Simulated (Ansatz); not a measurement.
# AlCo: symmetry broken, then relaxed

Level of theory: DFT PBE, scalar-relativistic, plane waves, PAW (Ansatz). The runs took a 420 eV cutoff, a Γ-centred 12×12×12 mesh and Gaussian smearing (0.15 eV). No spin polarisation. A magnetic state may lie lower. Energies are free energies at this smearing, counted from the undisturbed cell; pressure is positive in compression.

The starting cell (relaxed at this level; it needn't be the usual structure):

```
Al Co
1.0
     2.85190    0.00000    0.00000
     0.00000    2.85190    0.00000
     0.00000    0.00000    2.85190
Al Co
1 1
Direct
  0.00000 0.00000 0.00000
  0.50000 0.50000 0.50000
```

The atoms are displaced (Å, in the unstrained cell):

```csv
atom,ux,uy,uz
Al1,0.039,-0.046,-0.045
Co2,-0.039,0.046,0.045
```

Cell and atoms are then relaxed.

Q: Does the relaxation return to the undisturbed structure?

A: Yes (up to a choice of domain or origin): same space group and volume, and an energy 0.0 meV/atom from it. The disturbance itself cost 41.7 meV/atom. The final space group reads Pm-3m (tolerance 0.05 Å) and the volume changes by 0.03 %.

Final structure:

```
Al Co
1.0
     2.85216    0.00005    0.00005
     0.00005    2.85219   -0.00006
     0.00005   -0.00006    2.85219
Al Co
1 1
Direct
  0.00000 0.00000 0.00000
  0.50000 0.50000 0.50000
```

The relaxation, step by step (energy from the first step; small jumps at an unchanged geometry come where the plane waves are selected anew for the new cell):

```tsv
step	ΔE (meV/atom)	largest force component (eV/Å)	pressure (GPa)
1	0.0	0.702	1.75
2	-23.3	0.463	1.22
3	-41.7	0.006	-0.14
4	-41.7	0.000	0.00
5	-41.7	0.000	0.00
```